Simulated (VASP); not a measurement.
# AlN (Fm-3m) in VASP: a series of runs

One crystal, AlN, is run at these levels: PBEsol; tasks: single point, relaxation of cell and atoms.

All numbers are computed with VASP 6.6.1; they aren't measurements. Logs are shortened: lines on timing, memory, paths and dates and some standing lists are left out, and cuts for length are marked.

### 1 The crystal as given

It takes space group Fm-3m (No. 225, cubic). The conventional cell has a = 4.045 Å, b = 4.045 Å, c = 4.045 Å, α = 90.00°, β = 90.00°, γ = 90.00°. Al (site symmetry m-3m) has 6 N at 2.02 Å as nearest neighbours. N (site symmetry m-3m) is surrounded by 6 Al at 2.02 Å.

Measurements of this composition are mostly on another form, of space group No. 186.

### 2 Single point, PBEsol

The input, INCAR:

```
PREC = Accurate ; ENCUT = 520
EDIFF = 1E-6 ; ISMEAR = 0
SIGMA = 0.02 ; LREAL = False
LASPH = True ; NELM = 100
ALGO = Normal ; ISIF = 2
LWAVE = False ; LCHARG = True
GGA = PS ; LELF = True
LVHAR = True ; NBANDS = 11
```

The input, KPOINTS:

```
regular mesh
0
Gamma
  10 10 10
```

The input, POSCAR:

```
AlN
1.0
    0.0000000000      2.0226210085      2.0226210085
    2.0226210085      0.0000000000      2.0226210085
    2.0226210085      2.0226210085      0.0000000000
Al N
1 1
Direct
    0.5000000000      0.5000000000      0.5000000000
    0.0000000000      0.0000000000      0.0000000000
```

Potentials or basis: VASP PAW PBE potentials, release 64 (Al, N).

Launch:

```sh
cat potpaw_PBE.64/Al/POTCAR potpaw_PBE.64/N/POTCAR > POTCAR
mpirun -np 1 vasp_std > vasp.out
```

OUTCAR:

```text
PREC = Accurate
   ENCUT = 520
   EDIFF = 1E-6
   ISMEAR = 0
   LREAL = False
   LASPH = True
   NELM = 100
   ISIF = 2
   GGA = PS

 ion  position               nearest neighbor table
   1  0.500  0.500  0.500-   2 2.02   2 2.02   2 2.02   2 2.02   2 2.02   2 2.02
   2  0.000  0.000  0.000-   1 2.02   1 2.02   1 2.02   1 2.02   1 2.02   1 2.02

  LATTYP: Found a face centered cubic cell.
 ALAT       =     4.0452420170

  Lattice vectors:

 A1 = (   0.0000000000,   2.0226210085,   2.0226210085)
 A2 = (   2.0226210085,   0.0000000000,   2.0226210085)
 A3 = (   2.0226210085,   2.0226210085,   0.0000000000)

Analysis of symmetry for initial positions (statically):
=====================================================================
 Subroutine PRICEL returns:
 Original cell was already a primitive cell.

 Routine SETGRP: Setting up the symmetry group for a
 face centered cubic supercell.

 Subroutine GETGRP returns: Found 48 space group operations
 (whereof 48 operations were pure point group operations)
 out of a pool of 48 trial point group operations.

The static configuration has the point symmetry O_h .

Analysis of symmetry for dynamics (positions and initial velocities):
=====================================================================
 Subroutine PRICEL returns:
 Original cell was already a primitive cell.

 Routine SETGRP: Setting up the symmetry group for a
 face centered cubic supercell.

 Subroutine GETGRP returns: Found 48 space group operations
 (whereof 48 operations were pure point group operations)
 out of a pool of 48 trial point group operations.

The dynamic configuration has the point symmetry O_h .

 Subroutine INISYM returns: Found 48 space group operations
 (whereof 48 operations are pure point group operations),
 and found     1 'primitive' translations

----------------------------------------------------------------------------------------

                                     Primitive cell

  volume of cell :      16.5491

  direct lattice vectors                    reciprocal lattice vectors
     0.000000000  2.022621008  2.022621008    -0.247203998  0.247203998  0.247203998
     2.022621008  0.000000000  2.022621008     0.247203998 -0.247203998  0.247203998
     2.022621008  2.022621008  0.000000000     0.247203998  0.247203998 -0.247203998

  length of vectors
     2.860418062  2.860418062  2.860418062     0.428169885  0.428169885  0.428169885

  position of ions in fractional coordinates (direct lattice)
     0.500000000  0.500000000  0.500000000
     0.000000000  0.000000000  0.000000000

  ion indices of the primitive-cell ions
   primitive index   ion index
                 1           1
                 2           2

----------------------------------------------------------------------------------------

 KPOINTS: regular mesh

Automatic generation of k-mesh.
 Grid dimensions read from file:
 generate k-points for:   10   10   10

 Generating k-lattice:

  Cartesian coordinates                     Fractional coordinates (reciprocal lattice)
    -0.024720400  0.024720400  0.024720400     0.100000000  0.000000000  0.000000000
     0.024720400 -0.024720400  0.024720400     0.000000000  0.100000000  0.000000000
     0.024720400  0.024720400 -0.024720400     0.000000000  0.000000000  0.100000000

  Length of vectors
     0.042816988  0.042816988  0.042816988

  Shift w.r.t. Gamma in fractional coordinates (k-lattice)
     0.000000000  0.000000000  0.000000000

 Subroutine IBZKPT returns following result:
 ===========================================

 Found     47 irreducible k-points:

 Following reciprocal coordinates:
            Coordinates               Weight
  0.000000  0.000000  0.000000      1.000000
  0.100000  0.000000  0.000000      8.000000
  0.200000  0.000000  0.000000      8.000000
  0.300000  0.000000  0.000000      8.000000
  0.400000  0.000000  0.000000      8.000000
  0.500000  0.000000  0.000000      4.000000
[... 16 lines left out ...]
  0.300000  0.300000  0.000000      6.000000
  0.400000  0.300000  0.000000     24.000000
 [... further k-points ...]
   k-points           NKPTS =     47   k-points in BZ     NKDIM =     47   number of bands    NBANDS=     11
   number of dos      NEDOS =    301   number of ions     NIONS =      2
   total plane-waves  NPLWV =  13824
   dimension x,y,z NGX =    24 NGY =   24 NGZ =   24
   dimension x,y,z NGXF=    48 NGYF=   48 NGZF=   48
   ions per type =               1   1
   NGX,Y,Z   is equivalent  to a cutoff of  13.95, 13.95, 13.95 a.u.
   NGXF,Y,Z  is equivalent  to a cutoff of  27.90, 27.90, 27.90 a.u.
 SYSTEM =  unknown system
   PREC   = accura    normal or accurate (medium, high low for compatibility)
   ISTART =      0    job   : 0-new  1-cont  2-samecut
   ICHARG =      2    charge: 1-file 2-atom 10-const
   ISPIN  =      1    spin polarized calculation?
   LNONCOLLINEAR =      F non collinear calculations
   LSORBIT =      F    spin-orbit coupling
   LASPH  =      T    aspherical Exc in radial PAW
   ENCUT  =  520.0 eV  38.22 Ry    6.18 a.u.   5.32  5.32  5.32*2*pi/ulx,y,z
   NELM   =    100;   NELMIN=  2; NELMDL= -5     # of ELM steps
   EDIFF  = 0.1E-05   stopping-criterion for ELM
   LREAL  =      F    real-space projection
   EDIFFG = 0.1E-04   stopping-criterion for IOM
   NSW    =      0    number of steps for IOM
   IBRION =     -1    ionic relax: 0-MD 1-quasi-New 2-CG
   NFREE  =      0    steps in history (QN), initial steepest desc. (CG)
   ISIF   =      2    stress and relaxation
   ISYM   =      2    0-nonsym 1-usesym 2-fastsym
   POTIM  = 0.5000    time-step for ionic-motion
   TEBEG  =    0.0;   TEEND  =   0.0 temperature during run
   PSTRESS=    0.0 pullay stress
   NELECT =       8.0000    total number of electrons
   NUPDOWN=      -1.0000    fix difference up-down
   EMIN   =  10.00;   EMAX   =-10.00  energy-range for DOS
   EFERMI =   0.00;   METHOD = LEGACY
   ISMEAR =     0;   SIGMA  =   0.02  broadening in eV -4-tet -1-fermi 0-gaus
   EFERMI_NEDOS =   21; number of points for ismear=-14 and -15
   IALGO  =     38    algorithm
   IMIX   =      4    mixing-type and parameters
     AMIX     =   0.40;   BMIX     =  1.00
     AMIX_MAG =   1.60;   BMIX_MAG =  1.00
  volume/ion in A,a.u.               =       8.27        55.84
  Fermi-wavevector in a.u.,A,eV,Ry     =   1.284834  2.427984 22.460472  1.650798
  Thomas-Fermi vector in A             =   2.417004
   LORBIT       =      0    0 simple, 1 ext, 2 COOP (PROOUT), +10 PAW based schemes
   GGA     = PS    functional components
   LHFCALC =     F    Hartree Fock is set to
   AEXX    =    0.0000 exact exchange contribution
   IVDW    =     0    specifies the selected vdW correction
   LEPSILON=     F    determine dielectric tensor
   LRPA    =     F    only Hartree local field effects (RPA)
 non-spin polarized calculation
 Gauss-broadening in eV      SIGMA  =   0.02
  energy-cutoff  :      520.00
  volume of cell :       16.55
 maximum number of plane-waves:       459
 NGX is ok and might be reduce to    24
   NGX = 11   NGY = 11   NGZ = 11

 number of electron       7.9999999 magnetization

 Free energy of the ion-electron system (eV)
  ---------------------------------------------------
  ext. energy  EPLUGINS =         0.00000000
  ---------------------------------------------------
  free energy    TOTEN  =       -15.44890370 eV

  energy without entropy =      -15.44890370  energy(sigma->0) =      -15.44890370

 E-fermi :  10.0604     XC(G=0): -12.4456

 val. band max:        9.8676476314   @ k =   0.0000   0.0000   0.0000
 cond. band min:      14.4087309237   @ k =   0.5000   0.5000   0.0000
 fundamental gap:      4.5410832924
 Fermi energy:        10.0604401789

 k-point     1 :       0.0000    0.0000    0.0000
  band No.  band energies     occupation
      1      -7.6693      2.00000
      2       9.8676      2.00000
      3       9.8676      2.00000
      4       9.8676      2.00000
      5      15.5165      0.00000
      6      21.8890      0.00000
      7      21.8890      0.00000
      8      21.8890      0.00000
      9      26.9641      0.00000
     10      27.5450      0.00000
     11      27.5450      0.00000

 k-point     2 :       0.1000    0.0000    0.0000
  band No.  band energies     occupation
      1      -7.4630      2.00000
      2       8.8448      2.00000
      3       9.7438      2.00000
      4       9.7438      2.00000
      5      16.1391      0.00000
      6      20.9853      0.00000
      7      22.1901      0.00000
      8      22.1901      0.00000
      9      25.9682      0.00000
     10      25.9682      0.00000
     11      27.9737      0.00000

 k-point     3 :       0.2000    0.0000    0.0000
  band No.  band energies     occupation
      1      -6.8629      2.00000
      2       6.6926      2.00000
      3       9.4437      2.00000
      4       9.4437      2.00000
      5      16.7507      0.00000
      6      20.5194      0.00000
      7      22.3831      0.00000
      8      22.3831      0.00000
      9      25.3716      0.00000
     10      25.3716      0.00000
     11      27.3268      0.00000

 k-point     4 :       0.3000    0.0000    0.0000
  band No.  band energies     occupation
      1      -5.9409      2.00000
      2       4.3508      2.00000
      3       9.1115      2.00000
      4       9.1115      2.00000
      5      16.4498      0.00000
      6      21.5052      0.00000
      7      21.6619      0.00000
      8      21.6619      0.00000
      9      26.4910      0.00000
     10      26.8485      0.00000
     11      26.8485      0.00000

 k-point     5 :       0.4000    0.0000    0.0000
  band No.  band energies     occupation
      1      -4.9115      2.00000
      2       2.3767      2.00000
      3       8.8677      2.00000
      4       8.8677      2.00000
      5      16.0490      0.00000
      6      20.9987      0.00000
      7      20.9987      0.00000
      8      22.6555      0.00000
      9      25.9466      0.00000
     10      29.0623      0.00000
     11      29.0623      0.00000
[... 211 lines left out ...]
 k-point    21 :      -0.3000    0.2000    0.0000
  band No.  band energies     occupation
      1      -4.6993      2.00000
      2       3.4708      2.00000
      3       6.1690      2.00000
      4       8.7311      2.00000
      5      17.9888      0.00000
      6      19.6852      0.00000
      7      21.2336      0.00000
      8      22.1017      0.00000
      9      26.7530      0.00000
     10      28.9595      0.00000
     11      30.5459      0.00000

 k-point    22 :      -0.2000    0.2000    0.0000
  band No.  band energies     occupation
      1      -5.6427      2.00000
      2       4.8979      2.00000
      3       6.8948      2.00000
      4       9.1757      2.00000
      5      18.4519      0.00000
      6      19.7525      0.00000
      7      20.6323      0.00000
      8      22.3117      0.00000
      9      24.7557      0.00000
     10      28.8441      0.00000
     11      30.2518      0.00000

 k-point    23 :       0.3000    0.3000    0.0000
  band No.  band energies     occupation
      1      -5.3980      2.00000
      2       5.0354      2.00000
      3       7.8279      2.00000
      4       7.8279      2.00000
      5      16.4099      0.00000
      6      16.6807      0.00000
      7      21.5411      0.00000
      8      25.3955      0.00000
      9      25.3955      0.00000
     10      30.3000      0.00000
     11      33.8275      0.00000

 k-point    24 :       0.4000    0.3000    0.0000
  band No.  band energies     occupation
      1      -4.6317      2.00000
      2       3.9906      2.00000
      3       7.0442      2.00000
      4       7.5690      2.00000
      5      15.9195      0.00000
      6      16.6679      0.00000
      7      21.9884      0.00000
      8      25.3662      0.00000
      9      26.1253      0.00000
     10      31.5799      0.00000
     11      34.4930      0.00000

 [... further k-points ...]

------------------------ aborting loop because EDIFF is reached ----------------------------------------

  FORCE on cell =-STRESS in cart. coord.  units (eV):
  Direction    XX          YY          ZZ          XY          YZ          ZX
  --------------------------------------------------------------------------------------
  -------------------------------------------------------------------------------------
  Total       -0.0097178     -0.0097178     -0.0097178      0.0000000      0.0000000     -0.0000000
  in kB       -0.9408166     -0.9408166     -0.9408166      0.0000000      0.0000000     -0.0000000
  external PRESSURE =      -0.9408166 kB  Pullay stress =       0.0000000 kB

 VOLUME and BASIS-vectors are now :
 -----------------------------------------------------------------------------
  energy-cutoff  :      520.00
  volume of cell :       16.55
      direct lattice vectors                 reciprocal lattice vectors
     0.000000000  2.022621008  2.022621008    -0.247203998  0.247203998  0.247203998
     2.022621008  0.000000000  2.022621008     0.247203998 -0.247203998  0.247203998
     2.022621008  2.022621008  0.000000000     0.247203998  0.247203998 -0.247203998

 POSITION                                       TOTAL-FORCE (eV/Angst)
 -----------------------------------------------------------------------------------
      2.02262      2.02262      2.02262        -0.000000      0.000000     -0.000000
      0.00000      0.00000      0.00000         0.000000     -0.000000      0.000000
 -----------------------------------------------------------------------------------
    total drift:                                0.000000     -0.000000     -0.000000

  FREE ENERGIE OF THE ION-ELECTRON SYSTEM (eV)
  ---------------------------------------------------
  free  energy   TOTEN  =       -15.4489036971 eV

  energy  without entropy=      -15.4489036971  energy(sigma->0) =      -15.44890370
```

Run time: 3.7 s. Hardware: 1 thread of Intel Xeon 6975P-C (Granite Rapids), shared host; peak memory 0.13 GiB.

What came out:

```yaml
Free_energy: -15.4489 eV
Pressure: -0.1 GPa
Band_gap_on_the_k_mesh: 4.54 eV, indirect (least direct gap 5.65 eV)
```

Caveat: the PAW data sets were made with another functional, which shifts forces and pressure a little.

(Continued in part 2 of 2.)
